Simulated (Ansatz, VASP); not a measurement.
This is a calculation of Pt for VASP 6.6.1.

File POSCAR:

```
Pt
1.0
   -1.5628089970      1.5628089970      1.5628089970
    1.5628089970     -1.5628089970      1.5628089970
    1.5628089970      1.5628089970     -1.5628089970
Pt
1
Direct
    0.0000000000      0.0000000000      0.0000000000
```

File INCAR.step1:

```
SYSTEM = Pt
PREC = Accurate ; ENCUT = 520
ISMEAR = -1 ; SIGMA = 0.05
LREAL = .FALSE. ; LASPH = .TRUE.
NELM = 80 ; NBANDS = 11
GGA = PE ; ALGO = Normal
EDIFF = 1E-4 ; LWAVE = .TRUE.
LCHARG = .FALSE.
```

File INCAR.step2:

```
SYSTEM = Pt
PREC = Accurate ; ENCUT = 520
EDIFF = 1E-7 ; ISMEAR = -1
SIGMA = 0.05 ; LREAL = .FALSE.
LASPH = .TRUE. ; NELM = 80
ALGO = Normal ; ISIF = 2
LWAVE = .FALSE. ; LCHARG = .TRUE.
METAGGA = R2SCAN ; LMIXTAU = .TRUE.
LELF = .TRUE. ; LVHAR = .TRUE.
NBANDS = 11 ; ISTART = 1
```

The input KPOINTS:

```
regular mesh
0
G
  12 12 12
  0 0 0
```

Potentials or basis: VASP PAW PBE potentials, release 64 (Pt).

The run is started by

```console
$ cat potpaw_PBE.64/Pt/POTCAR > POTCAR
$ cp INCAR.step1 INCAR
$ mpirun -np 1 vasp_std > vasp.out
$ cp INCAR.step2 INCAR
$ mpirun -np 1 vasp_std > vasp.out
```

Set up the same calculation for Ansatz 0.2.0. Potentials there: Ansatz PAW.

As run (the cutoff follows the program's own potentials):

The input input.yaml:

```yaml
crystal:
  lattice:
    - [-1.562808997, 1.562808997, 1.562808997]
    - [1.562808997, -1.562808997, 1.562808997]
    - [1.562808997, 1.562808997, -1.562808997]
  atoms:
    - { symbol: Pt, position: [0.0, 0.0, 0.0] }
hamiltonian:
  xc: r2scan
  pseudopotentials: { kind: paw }
kpoints:
  mp_grid: { grid: [12, 12, 12] }
scf:
  occupations: { method: fermi_dirac, width: 0.05 }
output:
  forces: true
  stress: true
  eigenvalues: true
```

Potentials or basis: Ansatz PAW.

Command:

```sh
$ ansatz run input.yaml --threads 2 --pin off --max-ram 5632MiB --backend cpu --events-out ev --progress --plain --runs-dir out
```

Both were run:

|  | VASP | Ansatz | Ansatz less VASP |
| --- | --- | --- | --- |
| gap on the k mesh at the Fermi level (eV) | none | none | - |
| pressure (GPa) | 4.0 | 3.3 | -0.71 |

A gap of «none» marks a metal or a gap that the smearing closes. The two sets of potentials don't hold the same shells in valence.

Caveats: the PAW data sets were made with another functional, which shifts forces and pressure a little (VASP); the PAW data sets come from PBE, with cores solved anew for the run's functional, which leaves a small shift of forces and pressure (Ansatz). The runs have no spin-orbit coupling, so splittings on Pt are missing.
